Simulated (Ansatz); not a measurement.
# Mg2Sn (Fm-3m): equation of state

How stiff is Mg2Sn (Fm-3m)? Energies and pressures are computed at volumes on both sides of the relaxed cell and fitted.

Computed with Ansatz 0.2.0 (DFT PBE, scalar-relativistic, plane waves, PAW, unless a step's input says otherwise).

3 further runs of the same task are left out: 1 that didn't finish, 2 set aside as unsound or not needed. Runs told in other sessions of the task aren't counted.

## 1. The system as given

The structure is cubic, space group Fm-3m (No. 225). Conventional cell: a = 6.816 Å, b = 6.816 Å, c = 6.816 Å, α = 90.00°, β = 90.00°, γ = 90.00°. Around Mg (site symmetry -43m) lie 4 Sn at 2.95 Å. Around Sn (site symmetry m-3m) lie 8 Mg at 2.95 Å.

As a file:

```xyz
3
Lattice="0.0000 3.4081 3.4081 3.4081 0.0000 3.4081 3.4081 3.4081 0.0000" Properties=species:S:1:pos:R:3 pbc="T T T"
Mg    1.7040    1.7040    1.7040
Mg    5.1121    5.1121    5.1121
Sn    0.0000    0.0000    0.0000
```

This cell comes from an earlier session at PBE: 26.389 Å³/atom at 0.00 GPa, on a 10×10×10 mesh.

Volume factors to run: 0.980, 1.020, 0.960, 1.040.

## 2. Scaling the volume by 0.980

input.yaml

```yaml
crystal:
  lattice:
    - [0.0, 3.3851786431, 3.3851786431]
    - [3.3851786431, 0.0, 3.3851786431]
    - [3.3851786431, 3.3851786431, 0.0]
  atoms:
    - { symbol: Mg, position: [0.25, 0.25, 0.25] }
    - { symbol: Mg, position: [0.75, 0.75, 0.75] }
    - { symbol: Sn, position: [0.0, 0.0, 0.0] }
basis:
  ecutwfc: 420
  ecutrho_ratio: 4
kpoints:
  mp_grid: { grid: [10, 10, 10] }
hamiltonian:
  xc: pbe
scf:
  occupations: { method: gaussian, width: 0.05 }
output:
  forces: true
  stress: true
  eigenvalues: true
```

Started as:

```sh
$ ansatz run input.yaml --threads 4 --pin off --max-ram 7168MiB --backend cpu --events-out ev --progress --plain --runs-dir out
```

After this run come: Scaling the volume by 1.020; At 0.960 of the relaxed volume; Scaling the volume by 1.040.

What does the calculation give? Wanted: V0; B0; B0′; scatter of the fit.

**Answer**, as computed:

| quantity | value |
| --- | --- |
| V0 | 26.387 Å³/atom |
| B0 | 40 GPa |
| B0′ | 4.3 |
| scatter of the fit | 0.001 meV/atom |

What this shows: A third-order Birch–Murnaghan fit puts the minimum at 26.39 Å³/atom with a bulk modulus of 40 GPa. One per cent of compression takes about 0.40 GPa. These are values at 0 K without zero-point motion. Spin–orbit coupling is left out, though the cell holds Sn; it can open a gap where p bands cross.
